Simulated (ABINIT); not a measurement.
BeTe:

```xyz
2
Lattice="0.0000 2.7700 2.7700 2.7700 0.0000 2.7700 2.7700 2.7700 0.0000" Properties=species:S:1:pos:R:3 pbc="T T T"
Te    4.1550    4.1550    4.1550
Be    0.0000    0.0000    0.0000
```

Base run:

* Program: ABINIT 10.8.3 (patched build)
* Functional: PW91
* Potentials or basis: JTH PAW PBE v2.0
* Cutoff: 408 eV
* k mesh: 8 × 8 × 8
* Occupations: fermi-dirac, width 0.05 eV
* Spin: no spin polarisation

Its results: band gap on the k mesh 1.87 eV, indirect (least direct gap 3.67 eV).

Task: The run is repeated on the same cell with these changes: functional from PW91 to WC. What comes out?

Result: Band gap on the k mesh 1.73 eV, indirect (least direct gap 3.65 eV).

Caveats: spin-orbit coupling is left out, which moves the levels of the heavy elements.

A k mesh can miss the band edges.
